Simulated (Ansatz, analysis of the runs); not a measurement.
# A defect in a wire: Ta wire along [100], 4 atoms a period, S in place of one Ta, part 3 of 3

Wanted: the relaxed defect and the transmission past it, beside the channels of the perfect wire.

Ansatz 0.2.0; DFT PBE, plane waves, PAW; relaxation of a wire's period (the session's first sound run).

So far, conductance of the lead as this run defines it (G₀): step 3 (the wire at its relaxed period) 3.16.

### Step 4. Relaxation of the scattering region (continued)

Level of this step: DFT PBE, plane waves, PAW; relaxation of a junction in a wire, ends held (Ansatz).

The steps of the relaxation:

```csv
step,energy less that of the first step (eV),largest force component (eV/Å)
1,0.0000,0.5720
2,-0.1984,0.9390
3,-0.3997,0.2944
4,-0.4316,0.2431
5,-0.4495,0.4382
6,-0.4711,0.2030
7,-0.4788,0.0800
8,-0.4803,0.0412
```

The atoms that moved most (Å):

```csv
atom,dx,dy,dz,length
Ta18,0.489,0.000,-0.059,0.492
Ta19,0.335,0.076,-0.155,0.377
Ta20,0.335,-0.076,-0.155,0.377
Ta15,0.309,0.074,0.067,0.325
Ta16,0.309,-0.074,0.067,0.325
Ta21,0.158,0.000,-0.277,0.319
Ta13,0.154,0.000,0.170,0.229
Ta14,0.173,0.000,-0.122,0.212
```

Numbers from this step:

* energy at zero smearing: -348461.8469 eV

The largest force component on a free atom ends at 0.041 eV/Å, under the limit of 0.06. S ends nearest to Ta at 2.70 Å, Ta at 2.70 Å, Ta at 2.73 Å, Ta at 2.73 Å, Ta at 2.89 Å and Ta at 2.98 Å. 1 atom of the wire itself, hydrogen apart, moved by over 0.45 Å, up to 0.49 Å.

### Step 5. The open system

This step: DFT PBE, plane waves, PAW; transmission of a junction in a wire (Ansatz 0.2.0).

The cell is now read as a scatterer between two semi-infinite leads, named by two sites one period apart. The scattering states in its self-consistent potential are matched to the leads' states at each energy. One point across is taken, as for a wire in vacuum.

Input file input.yaml:

```yaml
crystal:
  lattice:
    - [10.12, 0.0, 0.0]
    - [0.0, 10.12, 0.0]
    - [0.0, 0.0, 28.4306451688]
  atoms:
    - { symbol: Ta, position: [0.351691604, 0.5, -1.0e-10] }
    - { symbol: Ta, position: [0.648308396, 0.5, -1.0e-10] }
    - { symbol: Ta, position: [0.5, 0.351691604, 0.0555555559] }
    - { symbol: Ta, position: [0.5, 0.648308396, 0.0555555559] }
    - { symbol: Ta, position: [0.351691604, 0.5, 0.1111111109] }
    - { symbol: Ta, position: [0.648308396, 0.5, 0.1111111109] }
    - { symbol: Ta, position: [0.5, 0.351691604, 0.1666666669] }
    - { symbol: Ta, position: [0.5, 0.648308396, 0.1666666669] }
    - { symbol: Ta, position: [0.351691604, 0.5, 0.2222222219] }
    - { symbol: Ta, position: [0.648308396, 0.5, 0.2222222219] }
    - { symbol: Ta, position: [0.5, 0.351691604, 0.2777777779] }
    - { symbol: Ta, position: [0.5, 0.648308396, 0.2777777779] }
    - { symbol: Ta, position: [0.3668759367, 0.5, 0.3393274724] }
    - { symbol: Ta, position: [0.6653975753, 0.5, 0.3290447686] }
    - { symbol: Ta, position: [0.5305251727, 0.3589914189, 0.3912617957] }
    - { symbol: Ta, position: [0.5305251727, 0.6410085811, 0.3912617957] }
    - { symbol: S, position: [0.3556216605, 0.5, 0.4441933612] }
    - { symbol: Ta, position: [0.6965990864, 0.5, 0.4423706279] }
    - { symbol: Ta, position: [0.5331021418, 0.3592265934, 0.4945556845] }
    - { symbol: Ta, position: [0.5331021418, 0.6407734066, 0.4945556845] }
    - { symbol: Ta, position: [0.3673455356, 0.5, 0.5457986508] }
    - { symbol: Ta, position: [0.6648341251, 0.5, 0.5578459811] }
    - { symbol: Ta, position: [0.4994016021, 0.3538880588, 0.6079163255] }
    - { symbol: Ta, position: [0.4994016021, 0.6461119412, 0.6079163255] }
    - { symbol: Ta, position: [0.351691604, 0.5, 0.6666666669] }
    - { symbol: Ta, position: [0.648308396, 0.5, 0.6666666669] }
    - { symbol: Ta, position: [0.5, 0.351691604, 0.7222222219] }
    - { symbol: Ta, position: [0.5, 0.648308396, 0.7222222219] }
    - { symbol: Ta, position: [0.351691604, 0.5, 0.7777777779] }
    - { symbol: Ta, position: [0.648308396, 0.5, 0.7777777779] }
    - { symbol: Ta, position: [0.5, 0.351691604, 0.8333333329] }
    - { symbol: Ta, position: [0.5, 0.648308396, 0.8333333329] }
    - { symbol: Ta, position: [0.351691604, 0.5, 0.8888888889] }
    - { symbol: Ta, position: [0.648308396, 0.5, 0.8888888889] }
    - { symbol: Ta, position: [0.5, 0.351691604, 0.9444444444] }
    - { symbol: Ta, position: [0.5, 0.648308396, 0.9444444444] }
kpoints:
  mp_grid: { grid: [1, 1, 3] }
scf:
  occupations: { method: fermi_dirac, width: 0.05 }
hamiltonian:
  xc: pbe
output:
  transmission:
    e_range: [-1.26, 1.26]
    de: 0.035
    kmesh: [1, 1]
    reduced_basis: true
    leads: [[32, 0]]
  dos: { projected: true, e_range: [-4, 3] }
  write_potential: true
  write_density: true
  volumetric_format: npy
  elf: true
basis:
  ecutwfc: "350 eV"
```

On the command line:

```bash
> ansatz run input.yaml --threads 4 --pin off --max-ram 16384MiB --backend cpu --events-out ev --progress --plain --runs-dir out
```

Numbers of over 12 decimals in the logs are rounded to 6 here.

Log:

```text
[...]
Crystal: 36 atoms, lattice volume = 2911.707 Å³
Basis set: ecut = 350 eV, 43371 PW (Γ)
Bands: 277, of which v1, the nominal top of the filled ones, is band 231 counted from 1 (230 counted from 0)
Symmetry: 2 space group operations
[...]
k-points: 2 of 3 (time reversal used)
[...]
SCF iter   1: F=—  HF=-348461.928906 eV  |F-HF|=—  |Δ(HF+E_count)|=         —  Δρ=5.23e-3  dr2=3.23e0  ethr=1.77e-3  ⟨swp⟩=16.5  Hψ=2970  notcnv=0
[...]
SCF iter  11: F=-348461.897866 eV  HF=-348461.897866 eV  |F-HF|=1.95e-8  |Δ(HF+E_count)|=   4.53e-8  Δρ=6.04e-7  dr2=3.48e-8  ethr=2.17e-11  ⟨swp⟩=35.0  Hψ=1664  notcnv=0
SCF 1 converged in 11 iterations: F = -348461.897866 eV  dr2 = 3.48e-8
[...]
transmission: 33 of 198 steps passed
transmission: 66 of 198 steps passed
[...]
transmission: 198 of 198 steps passed
WARN: The output density's exchange-correlation potential varies sharply where the density is thin. Do not read a vacuum level from v_tot or v_xc, or from such a field of the output density. On a cell that repeats whose density bears no net charge and no dipole along the vacuum's axis use v_es (v_loc + v_h of the components); under efield.dipole_correction with no amplitude use v_es + v_field, which holds any externa [...]
SCF converged after 11 iterations
Free energy (F): -348461.897866 eV
[...]
Internal energy: -348461.534656 eV  (E = F + TS)
E sigma→0 (E₀):  -348461.716261 eV
Entropy (-TS):   -0.363210 eV (-10.089 meV/atom)
Fermi energy:    1.640342 eV
[...]
--- Band table (eV) ---
  k-point 0: bands = [... 227 lower, 1.4613, 1.5750, 1.6096, 1.6506, 1.6847, 1.7438, 1.7839, 1.7856, ... 42 higher]
  k-point 1: bands = [... 227 lower, 1.4635, 1.5673, 1.5901, 1.6421, 1.6903, 1.6984, 1.8035, 1.8245, ... 42 higher]
--- Transmission ---
  basis      : 749 plane waves across, 33 finite elements along
  points     : 1, standing for a mesh of 1 x 1
[...]
crystal 0  : Ta4, at the sites [32, 0], period 3.1590 Å, over 18.95 Å; its Hamiltonian steps by up to 21.5 meV
[...]
filled         : 13.7 meV under the level at which it is neutral
    channels       : 3.000000e0 a spin
[...]
junction   : crystal 0 to crystal 0, -0.09 to 25.18 Å
    transmission   : 9.225898e-1 a spin
    error estimate : 4.125725e-4 a spin from the reduction of the transverse basis, at the most 5.117870e-3 at 0.875000 eV
    conductance    : 7.3418e13 S/m² at 300 K (7.1595e13 on every other energy)
    error estimate : 2.5 % from the energy spacing and 0.1 % from band edges of the leads and from resonances (wavevectors taken as independent; lower de), 0.2 % from the reduction of the transverse basis, 44.2 % from the steps of its leads' Hamiltonians or their offsets (lay more layers), 9.3 % from the distance to neutral
    resistance     : 9.4764e-3 Ω µm² beyond half of each lead's own
```

Wall time 6.4 min (4 threads of Arm Neoverse V1, shared host); peak memory 4.7 GiB.

This step gave:

```yaml
energy_at_zero_smearing: -348461.7163 eV
transmission_at_the_energy_nearest_the_fermi_level_one_spin: 0.9226
step_of_the_lead_s_hamiltonian: 21.5 meV
conductance_of_the_junction: 0.9704 G₀
```

Table of transmission, one spin by energy, zero at the Fermi level:

energy (eV), transmission, one spin and a bar:
```
    -1.26       2.76 #########################
    -1.19       2.66 ########################
    -1.08       2.20 ###################
    -1.01       1.65 ##############
    -0.91       1.35 ###########
    -0.84       0.67 ####
    -0.73       0.94 #######
    -0.67       2.00 #################
    -0.56       0.84 ######
    -0.49       0.80 #####
    -0.39       0.48 ##
    -0.32       1.14 #########
    -0.28       1.20 #########
    -0.21       1.13 ########
    -0.14       1.14 #########
    -0.04       0.29 
     0.00       0.92 ######
     0.04       1.29 ##########
     0.14       2.17 ###################
     0.21       3.05 ############################
     0.32       3.25 ##############################
     0.39       3.07 ############################
     0.49       2.73 ########################
     0.56       2.72 ########################
     0.67       2.59 #######################
     0.73       2.39 #####################
     0.84       2.66 ########################
     0.88       3.29 ##############################
     0.91       1.56 #############
     1.01       3.00 ###########################
     1.08       3.03 ###########################
     1.16       3.19 #############################
     1.19       3.15 #############################
     1.26       3.13 ############################
```

The open channels of the lead, one spin by energy, zero at the Fermi level:

| energy (eV) | open channels of the lead, one spin |
| --- | --- |
| -1.190 | 7 |
| -1.085 | 6 |
| -1.015 | 4 |
| -0.910 | 4 |
| -0.805 | 4 |
| -0.700 | 4 |
| -0.595 | 4 |
| -0.490 | 4 |
| -0.385 | 4 |
| -0.315 | 3 |
| -0.210 | 3 |
| -0.105 | 3 |
| 0.000 | 3 |
| 0.105 | 5 |
| 0.210 | 5 |
| 0.315 | 5 |
| 0.385 | 5 |
| 0.490 | 5 |
| 0.595 | 5 |
| 0.700 | 6 |
| 0.805 | 4 |
| 0.910 | 4 |
| 1.015 | 6 |
| 1.085 | 6 |
| 1.190 | 6 |

Projected DOS an atom over height of the atomic layer and energy from the Fermi level.  broadened by a Gaussian of 0.15 eV, since few k-points sample the long cell.

Ten even steps from '_' (0.47 states/eV) to '@' (2.22 states/eV), each cell a mean:
```
==----====**------**====------------
##**##++**++++--++++**++************
######****==##::**==**########%%##%%
====--++::--**..**--::**--====--==--
----::----::##::##----==::----------
--------==--++..++==++==------==--==
--::----------__--::::::::::--::::::
::::::....----__--::__..::..::::::::
..::::..::==**::**==::..::::..::....
::..__..--==----==++--::............
======++++==..::..++++++========++==
@@@@@@@@%%**==----++##@@@@@@@@@@%%@@
@@@@@@@@##****--++**##@@@@@@@@@@@@@@
--------------::----==----------==--
..::..::--==--::==++==::::..........
++++++++++==--..--==++++++++++++++++
--====----::--__--::--======--======
::::......::--__--::......::::::::::
......::::....__....::::............
....::::::..______..::::::....::::..
::::::::::..______..::::::::::::::::
..::::::..__________..::::::..______
```
Columns: height of the atomic layer (Å) from 1.58 to 28.4 (not evenly spaced); rows upwards: energy from the Fermi level (eV) from -3.98 to 1.47.

ELF in the ca plane at fractional y = 0.500, with atoms of Ta and S within 0.2 Å of it. It is the smooth field of the valence electrons, not physical close to the nuclei.

Values, 13 rows by 16 columns, each cell a mean:
```
0.02 0.01 0.03 0.05 0.02 0.04 0.07 0.04 0.03 0.06 0.05 0.02 0.03 0.04 0.02 0.02
0.12 0.05 0.13 0.23 0.06 0.13 0.26 0.10 0.07 0.21 0.20 0.05 0.16 0.20 0.06 0.09
0.23 0.06 0.15 0.35 0.11 0.15 0.35 0.23 0.29 0.29 0.23 0.10 0.24 0.27 0.07 0.14
0.23 0.47 0.36 0.27 0.53 0.45 0.29 0.49 0.52 0.30 0.31 0.60 0.32 0.26 0.53 0.26
0.31 0.48 0.47 0.29 0.49 0.48 0.42 0.44 0.49 0.43 0.41 0.49 0.37 0.37 0.45 0.41
0.45 0.38 0.36 0.48 0.35 0.35 0.46 0.41 0.31 0.48 0.39 0.34 0.43 0.41 0.41 0.38
0.44 0.37 0.44 0.43 0.40 0.35 0.48 0.34 0.35 0.41 0.43 0.34 0.46 0.47 0.33 0.47
0.43 0.45 0.40 0.49 0.41 0.51 0.31 0.64 0.62 0.42 0.44 0.48 0.44 0.39 0.50 0.38
0.27 0.50 0.48 0.31 0.45 0.54 0.23 0.70 0.51 0.45 0.49 0.52 0.31 0.34 0.48 0.39
0.26 0.34 0.25 0.26 0.19 0.23 0.17 0.76 0.87 0.39 0.18 0.22 0.25 0.17 0.38 0.23
0.26 0.07 0.06 0.19 0.10 0.04 0.07 0.37 0.50 0.15 0.04 0.06 0.18 0.11 0.05 0.18
0.11 0.04 0.03 0.06 0.04 0.01 0.01 0.04 0.07 0.02 0.01 0.03 0.05 0.04 0.03 0.09
0.01 0.01 0.01 0.01 0.00 0.00 0.00 0.00 0.00 0.00 0.00 0.00 0.01 0.01 0.01 0.01
```
Columns run along c (16.0 Å, from fractional 0.16 to 0.72 of the cell), rows up along a (10.1 Å). Atoms in or near the plane, at fractional coordinates: Ta at (0.22, 0.35), Ta at (0.22, 0.65), Ta at (0.34, 0.37), Ta at (0.33, 0.67), S at (0.44, 0.36), Ta at (0.44, 0.70), Ta at (0.55, 0.37), Ta at (0.56, 0.66), Ta at (0.67, 0.35), Ta at (0.67, 0.65).

Electrostatic potential energy in the ca plane at fractional y = 0.500, with atoms of Ta and S within 0.2 Å of it. With pseudopotentials it is smooth inside the atoms' cores, unlike the true potential.

Values in eV, 13 rows by 16 columns, each cell a mean:
```
  5   5   5   5   5   5   5   5   5   5   5   5   5   5   5   5
  4   4   4   4   3   4   5   3   2   4   4   3   4   4   4   4
  3  -1   1   3  -3  -1   3  -7 -12   2   1  -4   1   2  -1   2
 -1 -27 -17  -1 -34 -27   0 -34 -50  -3 -11 -42  -8  -5 -31  -9
 -4 -53 -38  -3 -48 -38   0 -24 -37  -1 -17 -59 -13 -13 -62 -20
  0 -20 -13   1 -11  -8   0  -1  -2   0  -3 -15  -2  -3 -24  -6
  1  -1   0   1  -1  -4   0   1   2   0  -2  -3   0   1  -2   0
 -1 -32 -21   1 -24 -42  -3 -12 -23  -1 -29 -39  -1  -6 -38 -10
 -4 -52 -37   1 -30 -50  -5 -20 -31  -2 -35 -46  -1 -12 -61 -19
  1 -16 -11   3  -5 -11   1   0  -5   3  -7  -9   2  -2 -19  -5
  4   1   2   4   3   2   4   5   5   5   3   2   4   3   1   3
  5   4   4   5   4   4   5   5   5   5   4   4   5   4   4   4
  5   5   5   5   5   5   5   5   5   5   5   5   5   5   5   5
```
Columns run along c (16.0 Å, from fractional 0.16 to 0.72 of the cell; values clipped at the 3rd and 97th percentile), rows up along a (10.1 Å). Atoms in or near the plane, at fractional coordinates: Ta at (0.22, 0.35), Ta at (0.22, 0.65), Ta at (0.34, 0.37), Ta at (0.33, 0.67), S at (0.44, 0.36), Ta at (0.44, 0.70), Ta at (0.55, 0.37), Ta at (0.56, 0.66), Ta at (0.67, 0.35), Ta at (0.67, 0.65).

Valence density in the ca plane at fractional y = 0.500, with atoms of Ta and S within 0.2 Å of it. It is the smooth field of the valence electrons, not physical close to the nuclei.

Ten even steps from '0' (0.0 e/Å³) to '9' (4.3 e/Å³), each cell a mean:
```
00000000000000000000000000000000000000000000
00000000000000000000000000000000000000000000
00000000000000000000000000000000000000000000
00000000000000000000000000000000000000000000
00000000000000000000001000000000000000000000
00000000000011100000156410000011100000000000
00024520000268620001499940000268620000244200
00169972001599951001599941001599941001699720
00279982001499941001256420001499931002799820
00137741000134310000111110000135310001477410
00011110000001000000000000000001100000111100
00000000000000000000000000000000000000000000
00000000000001111000000000001111000000000000
00123421000125641000112110002565200001233210
00159962000159993000121211004999410001699620
00279982000159993000120121004999400002799820
00148851000025641000122210001464100001488510
00001210000000000000011100000000000000022100
00000000000000000000000000000000000000000000
00000000000000000000000000000000000000000000
00000000000000000000000000000000000000000000
00000000000000000000000000000000000000000000
00000000000000000000000000000000000000000000
00000000000000000000000000000000000000000000
```
Columns run along c (16.0 Å, from fractional 0.16 to 0.72 of the cell), rows up along a (10.1 Å). Atoms in or near the plane, at fractional coordinates: Ta at (0.22, 0.35), Ta at (0.22, 0.65), Ta at (0.34, 0.37), Ta at (0.33, 0.67), S at (0.44, 0.36), Ta at (0.44, 0.70), Ta at (0.55, 0.37), Ta at (0.56, 0.66), Ta at (0.67, 0.35), Ta at (0.67, 0.65).

By hand: the program gives 7.3418 × 10^13 S/m² over the cell's cross-section of 102.41 Å² = 1.024 × 10^-18 m², so one cell conducts 7.519 × 10^-5 S. Divided by G0 = 2e²/h = 7.748 × 10^-5 S this is 0.970 G0, a resistance of 13.3 kΩ.

The conductance is 0.970 G₀, with 3 channels a spin open in the lead. The lead's Hamiltonian steps by 21.5 meV, which the program lets pass, though it counts in the error estimate. The largest term of the program's error estimate is 44 %.

### Step 6. Conductance and thermopower from T(E)

This step: Landauer integrals over the computed T(E), interpolated linearly between its energies (analysis of the runs above).

Conductance and thermopower are moments of T(E) over the thermal window; sliding the window along E stands for a gate that leaves T(E) rigid.

This step gave:

| Quantity | Value |
| --- | --- |
| conductance at 300 K, interpolated from T(E) | 0.9543 G₀ |
| thermopower at 300 K | -38.04 μV/K |
| Lorenz number over L0 | 1.233 |

T(E) held rigid; rough near sharp steps of T(E). The conductance at 300 K by shift of the leads' level:

shift of the leads' level (eV), conductance at 300 K (G₀) and a bar from the least value:
```
   -0.900       1.20 ######
   -0.800       0.81 #
   -0.750       0.96 ###
   -0.650       1.55 ##########
   -0.550       0.97 ###
   -0.450       0.75 
   -0.400       0.72 
   -0.300       1.08 ####
   -0.200       1.13 #####
   -0.150       1.12 #####
   -0.050       0.85 ##
    0.050       1.29 #######
    0.150       2.25 ###################
    0.200       2.82 #########################
    0.300       3.19 ##############################
    0.400       3.00 ############################
    0.450       2.84 ##########################
    0.550       2.71 ########################
    0.650       2.60 #######################
    0.750       2.24 ##################
    0.800       2.18 ##################
    0.900       2.50 ######################
```

T(E) held rigid; rough near sharp steps of T(E). Table of thermopower at 300 K by shift of the leads' level:

shift of the leads' level (eV), thermopower at 300 K (μV/K) and a bar from the least value:
```
   -0.900       36.0 ##############################
   -0.850       32.4 ############################
   -0.800       -6.9 #############
   -0.700      -35.6 ###
   -0.650       -0.5 ################
   -0.600       34.6 #############################
   -0.550       36.3 ##############################
   -0.450       10.7 ####################
   -0.400      -11.4 ############
   -0.350      -32.5 ####
   -0.300      -17.0 ##########
   -0.200        0.8 ################
   -0.150        5.5 ##################
   -0.100       18.4 #######################
   -0.050       11.7 #####################
    0.050      -37.4 ##
    0.100      -42.2 
    0.150      -39.8 #
    0.200      -21.8 ########
    0.300       -0.9 ################
    0.350        4.5 ##################
    0.400        7.4 ###################
    0.450        6.2 ##################
    0.550        2.1 #################
    0.600        3.2 #################
    0.650        5.8 ##################
    0.700       10.4 ####################
    0.800       -9.2 #############
    0.850      -11.3 ############
    0.900       -2.2 ###############
```

The two levels move by half the bias each and T(E) is held rigid. Table of current from the zero-bias T(E) by bias:

```
bias (V)  current from the zero-bias T(E) (μA)
   0.000                                     0
   0.100                                  7.70
   0.200                                  17.0
   0.300                                  28.7
   0.400                                  42.9
   0.500                                  58.9
   0.600                                  75.5
   0.700                                  91.6
   0.800                                   107
   0.900                                   121
   1.000                                   134
   1.100                                   148
   1.200                                   163
   1.300                                   179
   1.400                                   195
   1.500                                   208
   1.600                                   220
   1.700                                   232
   1.800                                   246
   1.900                                   261
```

By hand, Mott's formula: S = −(π²k²T/3e) d ln T/dE, and π²k²T/3e = 7.33 μV/K × eV at 300 K. The computed T is 1.08 at -0.070 eV and 1.46 at +0.070 eV, so d ln T/dE ≈ 2.13 per eV and S ≈ -15.6 μV/K, against -38.0 from the integrals. The two differ since ln T is not straight over the thermal window.

The thermopower is -38.0 μV/K. The Lorenz ratio is 1.23, where the Wiedemann-Franz law gives 1. Moving the level by up to 0.1 eV either way gives -42 to 18 μV/K.

### Step 7. Results

| Quantity | Value |
| --- | --- |
| conductance of the perfect wire | 3.16 G₀ |
| conductance, S in place of one Ta | 0.970 G₀ |
| thermopower, S in place of one Ta | -38.0 μV/K |

**Reading.** Summed over the computed window, 42 % of the lead's open channels pass the defect; the conductance at 300 K is 0.970 G₀. With S in place of one Ta, 30 % of the conductance of that run's own lead (3.19 G₀) is left. Transport is coherent and elastic here: the atoms are frozen, so scattering by vibrations plays no part. The free region is short: held atoms still bear up to 0.6 eV/Å after a relaxation. Spin-orbit coupling is left out, which matters for the bands of heavy atoms. One term of the program's error estimate for a conductance, of a junction or of the perfect wire, reaches 44 % in this session. A junction with open d shells ran without spin, after the few moments seeded in its relaxation died away; moments on all d atoms were not tried. A cutoff under the files' recommended one was taken to save time; its effect on T(E) was not tested here. A cell with an odd number of electrons ran without spin; a level of the scatterer near the Fermi level could split if spin were allowed.

[Logs are printed without paths, hosts, clocks, repeated set-up lines and the standing remarks that a program may print on its own settings, such as how far it seeks lower states.]

[Hosts, paths, dates, database ids (printed as entryN), source tags and the programs' standing remarks are cut or masked in the printed files.]
